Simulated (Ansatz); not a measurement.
Input and output of a single-point calculation on wurtzite MgS (Ansatz 0.2.0, PBE). The cell was relaxed with r2SCAN and then strained (xy shear, engineering strain (angle) -1.0 %), with the atoms relaxed again with r2SCAN; k points keep the names of the unstrained zone.

```yaml
crystal:
  lattice:
    - [4.0286256344, -0.0201431281, 0.0]
    - [-2.031757278, 3.4989637058, 0.0]
    - [0.0, 0.0, 6.4543927861]
  atoms:
    - { symbol: Mg, position: [0.333988285, 0.6666610866, -0.0028690014] }
    - { symbol: Mg, position: [0.666011715, 0.3333389134, 0.4971309986] }
    - { symbol: S, position: [0.3352335428, 0.6667019848, 0.3778690014] }
    - { symbol: S, position: [0.6647664572, 0.3332980152, 0.8778690014] }
kpoints:
  mp_grid: { grid: [12, 12, 4] }
  band_path:
    path:
      - [0.0, 0.0, 0.0]
      - [0.5, 0.0, 0.0]
      - [0.3333333333, 0.3333333333, 0.0]
      - [0.0, 0.0, 0.5]
      - [0.5, 0.0, 0.5]
      - [0.3333333333, 0.3333333333, 0.5]
    npoints: 1
hamiltonian:
  xc: pbe
scf:
  occupations: { method: fermi_dirac, width: 0.02 }
  n_extra_bands: 5
output:
  forces: true
  stress: true
  eigenvalues: true
```

In the abridged output below, numbers in square brackets stand for lines, or ends of lines, that were taken out.
```
scf.n_extra_bands = 5 over 16 filled bands (N_el = 32.0): the run solves 21 bands
Functional definition: PBE
Crystal: 4 atoms, lattice volume = 90.717 Å³
Basis set: ecut = 420 eV, 1785 PW (Γ)
Symmetry: 2 space group operations
Space group: P21 (ITA 4)
k-points: 222 of 576 (time reversal used)
Free energy (F): -5657.470826 eV
[1]
--- Forces (eV/Å), atoms counted from 1 ---
  atom   1  Mg    -0.00285      0.00007    -0.00466
  atom   2  Mg      0.00285    -0.00007    -0.00466
  atom   3  S       0.00058      0.00005      0.00466
  atom   4  S     -0.00058    -0.00005      0.00466
--- Stress (GPa, compression-positive) ---
        1.077407       0.185507       0.000000
        0.185507       1.084159       0.000000
        0.000000       0.000000       1.021031
  P = ⅓ Tr σ = 1.0609 GPa (10.609 kbar)
--- Band table (eV; the first three rows and the last of 222) ---
[2]
```

The rows of the band table are 0: (0, 0, 0) = Γ, 1: (0, 0, 1/4), 2: (0, 0, -1/2) = A, 221: (-1/2, -1/2, -1/2) = L.

Question: Fill in the blanks. They hold the Fermi energy and the band table.

Answer:
```
[1]
Fermi energy:    4.975501 eV
[2]
  k-point 0: bands = […, 0.0349, 2.6801, 2.7377, 3.0968, 3.1376, 3.2289, 6.7014, 7.9681, 10.6994, 10.8088, …]
  k-point 1: bands = […, 0.3918, 2.5280, 2.7376, 2.7931, 3.0320, 3.0758, 7.3842, 8.1086, 10.6641, 10.7642, …]
  k-point 2: bands = […, 1.3328, 1.3328, 2.8811, 2.8811, 2.9312, 2.9312, 8.1798, 8.1798, 10.8295, 10.8295, …]
  k-point 221: bands = […, 0.1462, 0.1462, 2.4212, 2.4212, 2.4426, 2.4426, 7.9063, 7.9063, 9.5552, 9.5552, …]
```
The trailing digits, and the zero of the energies, depend on the potentials and thresholds.

The structure was generated, not taken from experiment, and needn't be the ground state; spin polarisation is off.
